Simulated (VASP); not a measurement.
# GaN: from the relaxed cell to its vibrations

What lattice, stiffness and vibrations does GaN have at one level of theory? The starting structure is a measured crystal structure from the Crystallography Open Database. All runs use LDA.

Method: Kohn-Sham DFT with plane waves and PAW; LDA, in VASP 6.6.1.

## 1. The structure

It takes space group P6_3mc (No. 186, hexagonal). Conventional cell: a = 3.197 Å, b = 3.197 Å, c = 5.207 Å, α = 90.00°, β = 90.00°, γ = 120.00°. Ga has 4 N at 1.95 to 1.97 Å nearest. N has 4 Ga at 1.95 to 1.97 Å nearest. Farther neighbours and most contacts between anions are not listed.

As a file:

```cif
data_structure
_symmetry_space_group_name_H-M 'P6_3mc'
_symmetry_Int_Tables_number 186
_cell_length_a 3.1972
_cell_length_b 3.1972
_cell_length_c 5.2070
_cell_angle_alpha 90.000
_cell_angle_beta 90.000
_cell_angle_gamma 120.000
_cell_volume 46.10
loop_
_atom_site_label
_atom_site_type_symbol
_atom_site_symmetry_multiplicity
_atom_site_Wyckoff_symbol
_atom_site_fract_x
_atom_site_fract_y
_atom_site_fract_z
_atom_site_occupancy
Ga1 Ga 2 b 0.33333 0.66667 0.09120 1
N1 N 2 b 0.33333 0.66667 0.46880 1
```

## 2. Relaxation

This run starts from the cell of an earlier relaxation, which isn't shown; the restart sets up the plane waves anew.

The input, INCAR:

```
SYSTEM = GaN
PREC = Accurate
ENCUT = 560
EDIFF = 1E-07
NELM = 100
ISMEAR = 0
SIGMA = 0.03
LREAL = .FALSE.
ALGO = Normal
GGA = CA
NBANDS = 24
LORBIT = 11
LWAVE = .FALSE.
LCHARG = .FALSE.
KPAR = 8
IBRION = 2
NSW = 50
ISIF = 3
EDIFFG = -0.002
```

The input, POSCAR:

```
GaN
1.0
    3.1576460803      0.0000000000      0.0000000000
   -1.5788230401      2.7346017217      0.0000000000
    0.0000000000      0.0000000000      5.1474594774
Ga N
2 2
Direct
    0.3333333333      0.6666666667      0.0917886017
    0.6666666667      0.3333333333      0.5917886017
    0.3333333333      0.6666666667      0.4682113983
    0.6666666667      0.3333333333      0.9682113983
```

The input, KPOINTS:

```
Automatic mesh
0
Gamma
9 9 4
0 0 0
```

Potentials, in the order of the species: Ga_d and N (LDA family, release 64).

Started as:

```sh
$ mpirun -np 8 vasp_std
```

The program printed:

```text
[banner, memory and clock lines left out]
running    8 mpi-ranks, on    1 nodes
 distrk:  each k-point on    1 cores,    8 groups
 distr:  one band on    1 cores,    1 groups

 POSCAR found type information on POSCAR GaN
 POSCAR found :  2 types and       4 ions
|                                                                             |
|           W    W    AA    RRRRR   N    N  II  N    N   GGGG   !!!           |
|           W    W   A  A   R    R  NN   N  II  NN   N  G    G  !!!           |
|           W    W  A    A  R    R  N N  N  II  N N  N  G       !!!           |
|           W WW W  AAAAAA  RRRRR   N  N N  II  N  N N  G  GGG   !            |
|           WW  WW  A    A  R   R   N   NN  II  N   NN  G    G                |
|           W    W  A    A  R    R  N    N  II  N    N   GGGG   !!!           |
|                                                                             |
|     For optimal performance we recommend to set                             |
|       NCORE = 2 up to number-of-cores-per-socket                            |
|     NCORE specifies how many cores store one orbital (NPAR=cpu/NCORE).      |
|     This setting can greatly improve the performance of VASP for DFT.       |
|     The default, NCORE=1 might be grossly inefficient on modern             |
|     multi-core architectures or massively parallel machines. Do your        |
|     Unfortunately you need to use the default for GW and RPA                |
|     calculations (for HF NCORE is supported but not extensively tested      |
|     yet).                                                                   |
|                                                                             |

 LDA part: xc-table for (Slater(with rela. corr.)+CA(PZ))
 , standard interpolation
 POSCAR, INCAR and KPOINTS ok, starting setup
 FFT: planning ... GRIDC
 FFT: planning ... GRID_SOFT
 FFT: planning ... GRID
 WAVECAR not read
 entering main loop
       N       E                     dE             d eps       ncg     rms          rms(c)
DAV:   1     0.278588145811E+03    0.27859E+03   -0.18914E+04  1864   0.295E+03
DAV:   2     0.134318756396E+01   -0.27724E+03   -0.26545E+03  1936   0.536E+02
DAV:   3    -0.311309657889E+02   -0.32474E+02   -0.32223E+02  2080   0.146E+02
DAV:   4    -0.320416822742E+02   -0.91072E+00   -0.90909E+00  2104   0.274E+01
DAV:   5    -0.320586858084E+02   -0.17004E-01   -0.16999E-01  2104   0.334E+00    0.107E+01
DAV:   6    -0.279344447917E+02    0.41242E+01   -0.12767E+01  2960   0.550E+01    0.313E+00
DAV:   7    -0.279708706316E+02   -0.36426E-01   -0.13742E+00  1856   0.904E+00    0.258E+00
DAV:   8    -0.279323249446E+02    0.38546E-01   -0.27631E-01  2936   0.614E+00    0.111E+00
DAV:   9    -0.279097694333E+02    0.22556E-01   -0.82458E-02  2944   0.461E+00    0.324E-01
DAV:  10    -0.279105075019E+02   -0.73807E-03   -0.55331E-03  1888   0.582E-01    0.122E-01
DAV:  11    -0.279102914334E+02    0.21607E-03   -0.12124E-03  2736   0.640E-01    0.435E-02
DAV:  12    -0.279103053972E+02   -0.13964E-04   -0.12891E-04  1832   0.749E-02    0.557E-02
DAV:  13    -0.279103095292E+02   -0.41320E-05   -0.29253E-06  2624   0.132E-02    0.634E-02
DAV:  14    -0.279102986672E+02    0.10862E-04   -0.66332E-06  2360   0.363E-02    0.441E-02
DAV:  15    -0.279102951684E+02    0.34988E-05   -0.28911E-06  2744   0.148E-02    0.347E-02
DAV:  16    -0.279102919698E+02    0.31986E-05   -0.22288E-06  2096   0.150E-02    0.241E-02
DAV:  17    -0.279102895465E+02    0.24233E-05   -0.53539E-06  2824   0.221E-02    0.736E-03
DAV:  18    -0.279102893572E+02    0.18931E-06   -0.98519E-07  2648   0.861E-03    0.250E-03
DAV:  19    -0.279102893284E+02    0.28877E-07   -0.93061E-08  1144   0.306E-03
   1 F= -.27910289E+02 E0= -.27910289E+02  d E =-.279103E+02
 curvature:   0.00 expect dE= 0.000E+00 dE for cont linesearch  0.000E+00
 trial: gam= 0.00000 g(F)=  0.677E-08 g(S)=  0.141E-05 ort = 0.000E+00 (trialstep = 0.100E+01)
 search vector abs. value=  0.142E-05
 reached required accuracy - stopping structural energy minimisation
```

It took 6.6 s on 8 MPI ranks of AMD EPYC 9R45, shared host; peak memory 1.2 GiB; 39 s of CPU time.

Lines that name or quote the potential files are left out of all logs, and their timing lines are given in words.

From OUTCAR (step 2):

```text
ion  position               nearest neighbor table
   1  0.333  0.667  0.092-   4 1.93   4 1.93   4 1.93   3 1.94
   2  0.667  0.333  0.592-   3 1.93   3 1.93   3 1.93   4 1.94
   3  0.333  0.667  0.468-   2 1.93   2 1.93   2 1.93   1 1.94
   4  0.667  0.333  0.968-   1 1.93   1 1.93   1 1.93   2 1.94

  LATTYP: Found a hexagonal cell.
 ALAT       =     3.1576460803
 C/A-ratio  =     1.6301571951

 Subroutine GETGRP returns: Found 12 space group operations
 (whereof  6 operations were pure point group operations)

The static configuration has the point symmetry C_3v.
 The point group associated with its full space group is C_6v.

 Found     36 irreducible k-points:

   k-points           NKPTS =     36   k-points in BZ     NKDIM =     36   number of bands    NBANDS=     24

   dimension x,y,z NGX =    24 NGY =   24 NGZ =   40
   dimension x,y,z NGXF=    48 NGYF=   48 NGZF=   80

   ENCUT  =  560.0 eV  41.16 Ry    6.42 a.u.   6.09  6.09  9.93*2*pi/ulx,y,z

   NELECT =      36.0000    total number of electrons

 k-points in reciprocal lattice and weights: Automatic mesh
   0.00000000  0.00000000  0.00000000       0.003
   0.11111111  0.00000000  0.00000000       0.019
   0.22222222 -0.00000000  0.00000000       0.019
   0.33333333  0.00000000  0.00000000       0.019
   0.44444444 -0.00000000  0.00000000       0.019
   0.11111111  0.11111111  0.00000000       0.019
   0.22222222  0.11111111  0.00000000       0.037
   0.33333333  0.11111111  0.00000000       0.037
   0.44444444  0.11111111  0.00000000       0.019
[...]
0.33333333  0.22222222  0.50000000       0.037
   0.33333333  0.33333333  0.50000000       0.006

 average (electrostatic) potential at core
       1 -64.4168       2 -64.4168       3 -61.6764       4 -61.6764

 E-fermi :   5.5904

 k-point     1 :       0.0000    0.0000    0.0000
  band No.  band energies     occupation
    ...
     14       4.3011      2.00000
     15       4.3011      2.00000
     16       5.3262      2.00000
     17       5.3785      2.00000
     18       5.3785      2.00000
     19       7.4871      0.00000
     20       9.7246      0.00000
     21      14.5644      0.00000
     22      15.2482      0.00000
     23      15.2482      0.00000
    ...

 k-point     2 :       0.1111    0.0000    0.0000
  band No.  band energies     occupation
    ...
     14       3.4134      2.00000
     15       4.0391      2.00000
     16       4.4251      2.00000
     17       5.1982      2.00000
     18       5.2631      2.00000
     19       8.3326      0.00000
     20      10.4404      0.00000
     21      14.1250      0.00000
     22      14.5630      0.00000
     23      15.5662      0.00000
    ...

 k-point     3 :       0.2222   -0.0000    0.0000
  band No.  band energies     occupation
    ...
     14       1.6689      2.00000
     15       2.8812      2.00000
     16       3.4607      2.00000
     17       4.7801      2.00000
     18       4.9509      2.00000
     19       9.5196      0.00000
     20      11.3268      0.00000
     21      12.9345      0.00000
     22      13.9954      0.00000
     23      15.5735      0.00000
    ...

  Total       -0.0073063     -0.0073063     -0.0031849     -0.0000000      0.0000000      0.0000000
  in kB       -0.2633653     -0.2633653     -0.1148032     -0.0000000      0.0000000      0.0000000
  external PRESSURE =      -0.2138446 kB  Pullay stress =       0.0000000 kB

  energy-cutoff  :      560.00
  volume of cell :       44.45
      direct lattice vectors                 reciprocal lattice vectors
     3.157646080  0.000000000  0.000000000     0.316691603  0.182841982  0.000000000
    -1.578823040  2.734601722  0.000000000     0.000000000  0.365683965  0.000000000
     0.000000000  0.000000000  5.147459477     0.000000000  0.000000000  0.194270592

 POSITION                                       TOTAL-FORCE (eV/Angst)
 -----------------------------------------------------------------------------------
     -0.00000      1.82307      0.47248        -0.000000     -0.000000      0.000187
      1.57882      0.91153      3.04621         0.000000      0.000000      0.000187
     -0.00000      1.82307      2.41010        -0.000000      0.000000     -0.000187
      1.57882      0.91153      4.98383         0.000000     -0.000000     -0.000187
 -----------------------------------------------------------------------------------
    total drift:                               -0.000000     -0.000000     -0.001002

  FREE ENERGIE OF THE ION-ELECTRON SYSTEM (eV)
  ---------------------------------------------------
  free  energy   TOTEN  =       -27.9102893284 eV

  energy  without entropy=      -27.9102893284  energy(sigma->0) =      -27.91028933

 reached required accuracy - stopping structural energy minimisation

 total charge
# of ion       s       p       d       tot
------------------------------------------
    1        0.801   0.942  10.195  11.939
    2        0.801   0.942  10.195  11.939
    3        1.207   2.511   0.000   3.718
    4        1.207   2.511   0.000   3.718
--------------------------------------------------
tot          4.016   6.906  20.390  31.312

[... 3 further parts left out ...]
```

CONTCAR:

```
GaN
   1.00000000000000
     3.1576460803000002    0.0000000000000000    0.0000000000000000
    -1.5788230401000001    2.7346017216999998    0.0000000000000000
     0.0000000000000000    0.0000000000000000    5.1474594774000000
  Ga              N
     2     2
Direct
     0.3333333332999970    0.6666666667000030    0.0917886017000029
     0.6666666667000030    0.3333333332999970    0.5917886017000029
     0.3333333332999970    0.6666666667000030    0.4682113982999994
     0.6666666667000030    0.3333333332999970    0.9682113982999994
```

The run keeps the 12 symmetry operations of its start, so it cannot find a distortion of lower symmetry.

The relaxed cell holds 11.112 Å³ an atom, with a = 3.158 Å (-1.2 % against the database cell) and c = 5.147 Å (-1.1 % against the database cell). Pressures at 0.985 and 1.015 times this volume, from two more relaxations that aren't shown, give a bulk modulus of 197.2 GPa.

## 3. Elastic constants

The input, INCAR:

```
SYSTEM = GaN
PREC = Accurate
ENCUT = 800
EDIFF = 1E-08
NELM = 100
ISMEAR = 0
SIGMA = 0.03
LREAL = .FALSE.
ALGO = Normal
GGA = CA
NBANDS = 24
LORBIT = 11
LWAVE = .FALSE.
LCHARG = .FALSE.
KPAR = 8
IBRION = 6
NFREE = 2
POTIM = 0.015
ISIF = 3
NSW = 1
```

POSCAR is that of step 2.

The input, KPOINTS:

```
Automatic mesh
0
Gamma
9 9 6
0 0 0
```

Started as:

```sh
$ mpirun -np 8 vasp_std
```

The program printed:

```text
[banner, memory and clock lines left out]
running    8 mpi-ranks, on    1 nodes
[...]
[... a notice as in an earlier step ...]

 LDA part: xc-table for (Slater(with rela. corr.)+CA(PZ))
 , standard interpolation
 POSCAR, INCAR and KPOINTS ok, starting setup
[...]
entering main loop
       N       E                     dE             d eps       ncg     rms          rms(c)
DAV:   1     0.318061639393E+03    0.31806E+03   -0.23269E+04  2480   0.362E+03
DAV:   2     0.801910969824E+01   -0.31004E+03   -0.29661E+03  2512   0.627E+02
DAV:   3    -0.307856246246E+02   -0.38805E+02   -0.38453E+02  2760   0.163E+02
DAV:   4    -0.320464750514E+02   -0.12609E+01   -0.12570E+01  2816   0.319E+01
[...]
DAV:  18    -0.279175500343E+02    0.57451E-06   -0.20462E-06  3632   0.131E-02    0.265E-03
DAV:  19    -0.279175500011E+02    0.33197E-07   -0.27706E-07  3480   0.417E-03    0.345E-04
DAV:  20    -0.279175500010E+02    0.50932E-10   -0.24219E-08  1904   0.116E-03
   1 F= -.27917550E+02 E0= -.27917550E+02  d E =-.375824E-13
[...]
2 F= -.27904352E+02 E0= -.27904352E+02  d E =-.112166E-13
   3 F= -.27903650E+02 E0= -.27903650E+02  d E =-.181926E-24
   4 F= -.27904363E+02 E0= -.27904363E+02  d E =-.568561E-19
   5 F= -.27903690E+02 E0= -.27903690E+02  d E =-.158040E-16
   6 F= -.27903302E+02 E0= -.27903302E+02  d E =-.668245E-16
   7 F= -.27902122E+02 E0= -.27902122E+02  d E =-.162286E-16
   8 F= -.27912497E+02 E0= -.27912497E+02  d E =-.791822E-20
   9 F= -.27912497E+02 E0= -.27912497E+02  d E =-.793001E-20
  10 F= -.27913984E+02 E0= -.27913984E+02  d E =-.207752E-11
  11 F= -.27913984E+02 E0= -.27913984E+02  d E =-.207564E-11
  12 F= -.27913984E+02 E0= -.27913984E+02  d E =-.221191E-11
  13 F= -.27913984E+02 E0= -.27913984E+02  d E =-.220921E-11
  14 F= -.27915984E+02 E0= -.27915984E+02  d E =-.172465E-12
  15 F= -.27915984E+02 E0= -.27915984E+02  d E =-.172281E-12
  16 F= -.27915164E+02 E0= -.27915164E+02  d E =-.761746E-24
  17 F= -.27915243E+02 E0= -.27915243E+02  d E =-.375797E-17
  18 F= -.27915958E+02 E0= -.27915958E+02  d E =-.513216E-13
  19 F= -.27915958E+02 E0= -.27915958E+02  d E =-.508877E-13
  20 F= -.27915482E+02 E0= -.27915482E+02  d E =-.133378E-17
  21 F= -.27915409E+02 E0= -.27915409E+02  d E =-.150830E-24
 Finite differences progress:
  Degree of freedom:  10/ 10
  Displacement:        2/  2
  Total:              20/ 20
```

It took 6 min on 8 MPI ranks; peak memory 6 GiB.

From OUTCAR (step 3):

```text
  Total       -0.0936652     -0.0936652      0.1659175     -0.0000000      0.0000000     -0.0000000
  in kB       -3.3762808     -3.3762808      5.9807034     -0.0000000      0.0000000     -0.0000000
  external PRESSURE =      -0.2572861 kB  Pullay stress =       0.0000000 kB

 POSITION                                       TOTAL-FORCE (eV/Angst)
 -----------------------------------------------------------------------------------
     -0.00000      1.82307      0.47248         0.000000      0.000000     -0.116350
      1.57882      0.91153      3.04621        -0.000000     -0.000000     -0.077753
     -0.00000      1.82307      2.39510         0.000000      0.000000      0.288211
      1.57882      0.91153      4.98383         0.000000      0.000000     -0.094108
 -----------------------------------------------------------------------------------
    total drift:                               -0.000000     -0.000000      0.000135

  FREE ENERGIE OF THE ION-ELECTRON SYSTEM (eV)
  ---------------------------------------------------
  free  energy   TOTEN  =       -27.9154085704 eV

  energy  without entropy=      -27.9154085704  energy(sigma->0) =      -27.91540857

[... 3 further parts left out ...]
[key lines of the parts left out:]
E-fermi :   5.5922
```

The last energy, forces and stress in OUTCAR belong to the last displaced cell, not to that of POSCAR.

The elastic tensor has C11 = 367.3, C12 = 139.1, C44 = 96.2 GPa, among others; its Hill averages are a bulk modulus of 203.0 and a shear modulus of 113.2 GPa.

## 4. Modes of the relaxed cell

The input, INCAR:

```
SYSTEM = GaN
PREC = Accurate
ENCUT = 560
EDIFF = 1E-08
NELM = 100
ISMEAR = 0
SIGMA = 0.03
LREAL = .FALSE.
ALGO = Normal
GGA = CA
NBANDS = 24
LORBIT = 11
LWAVE = .FALSE.
LCHARG = .FALSE.
KPAR = 8
IBRION = 8
LEPSILON = .TRUE.
LPEAD = .TRUE.
ISIF = 2
```

POSCAR is that of step 3.

The input, KPOINTS:

```
Automatic mesh
0
Gamma
12 12 8
0 0 0
```

Started as:

```sh
$ mpirun -np 8 vasp_std
```

The program printed:

```text
[... set-up lines as in an earlier step ...]
 entering main loop
       N       E                     dE             d eps       ncg     rms          rms(c)
DAV:   1     0.277412945814E+03    0.27741E+03   -0.18937E+04  4912   0.295E+03
DAV:   2     0.230800648224E+01   -0.27510E+03   -0.26253E+03  4960   0.536E+02
DAV:   3    -0.310736308670E+02   -0.33382E+02   -0.33100E+02  5504   0.147E+02
DAV:   4    -0.320408310398E+02   -0.96720E+00   -0.96561E+00  5568   0.278E+01
[...]
DAV:  18    -0.279105243565E+02    0.75563E-06   -0.25153E-06  7216   0.144E-02    0.336E-03
DAV:  19    -0.279105243058E+02    0.50672E-07   -0.35714E-07  6984   0.467E-03    0.527E-04
DAV:  20    -0.279105243050E+02    0.84947E-09   -0.31991E-08  4056   0.132E-03
   1 F= -.27910524E+02 E0= -.27910524E+02  d E =-.431846E-11
 Linear response reoptimize wavefunctions to high precision
DAV:   1    -0.279105243050E+02    0.81855E-11   -0.62304E-09  4392   0.106E-03
DAV:   2    -0.279105243053E+02   -0.35652E-09   -0.31770E-09  3232   0.434E-04
[...]
RMM:  14    -0.230083601561E+00   -0.99920E-07    0.12255E-08 38063   0.502E-06    0.331E-08
 first order change of Fermi-energy   0.66091E-02
 force on displaced ion       3 direction 1 : -14.176   0.000   0.000
 Born effective charge ion    3 direction 1 :  -2.581   0.000  -0.000
 Linear response progress:
  Degree of freedom:   4/  4
       N       E                     dE             d eps       ncg     rms          rms(c)
RMM:   1    -0.249913950180E+00   -0.24991E+00    0.14661E-01 16241   0.343E+00
RMM:   2    -0.242998501513E+00    0.69154E-02   -0.16147E-02 10574   0.115E+00    0.142E-01
RMM:   3    -0.243619831848E+00   -0.62133E-03   -0.30085E-03 11209   0.415E-01    0.666E-02
RMM:   4    -0.244503872068E+00   -0.88404E-03   -0.59174E-04 12100   0.173E-01    0.185E-02
[...]
RMM:  11    -0.244679532824E+00   -0.15548E-07   -0.39511E-08 12828   0.778E-05    0.378E-06
RMM:  12    -0.244679614115E+00   -0.81291E-07    0.10823E-08 12267   0.347E-05    0.172E-06
RMM:  13    -0.244679616583E+00   -0.24685E-08   -0.20588E-08 12277   0.187E-05    0.594E-07
 first order change of Fermi-energy  -0.71142E+00
 force on displaced ion       3 direction 3 :   0.000   0.000 -18.733
 Born effective charge ion    3 direction 3 :   0.000  -0.000  -2.716
 Born effective charges drift removed
 Linear response finished
```

Run time: 6 min. Hardware: 8 MPI ranks; peak memory 12 GiB; 39 min of CPU time.

Parts of OUTCAR (step 4):

```text
  Total       -0.0059604     -0.0059604      0.0023183     -0.0000000      0.0000000      0.0000000
  in kB       -0.2148508     -0.2148508      0.0835670     -0.0000000      0.0000000      0.0000000
  external PRESSURE =      -0.1153782 kB  Pullay stress =       0.0000000 kB

 POSITION                                       TOTAL-FORCE (eV/Angst)
 -----------------------------------------------------------------------------------
     -0.00000      1.82307      0.47248         0.000000     -0.000000     -0.000056
      1.57882      0.91153      3.04621        -0.000000      0.000000     -0.000056
     -0.00000      1.82307      2.41010         0.000000      0.000000      0.000056
      1.57882      0.91153      4.98383        -0.000000     -0.000000      0.000056
 -----------------------------------------------------------------------------------
    total drift:                               -0.000000     -0.000000     -0.001012

 MACROSCOPIC STATIC DIELECTRIC TENSOR (including local field effects in DFT)
 ------------------------------------------------------
           5.585278     0.000000     0.000000
           0.000000     5.585278     0.000000
          -0.000000     0.000000     5.756772
 ------------------------------------------------------

 MACROSCOPIC STATIC DIELECTRIC TENSOR IONIC CONTRIBUTION
 ------------------------------------------------------
           4.014045     0.000000     0.000000
           0.000000     4.014045     0.000000
           0.000000     0.000000     4.823459
 ------------------------------------------------------

[... 1 part as in an earlier step ...]

[... 1 further part left out ...]
```

The zone-centre modes at 11.112 Å³ an atom are B1 (2) 697.6, E2 (2) 570.2, E1 561.2, A1 539.0, B1 (1) 337.1, E2 (1) 140.0 cm⁻¹.

(Continued in part 2 of 2.)

[Lines on the potential files, build, host, timing and source positions are cut from VASP's logs without a mark.]

[Logs are printed without paths, hosts, clocks, repeated set-up lines and the standing remarks that a program may print on its own settings, such as how far it seeks lower states.]

[Hosts, paths, dates, database ids (printed as entryN), source tags and the programs' standing remarks are cut or masked in the printed files.]
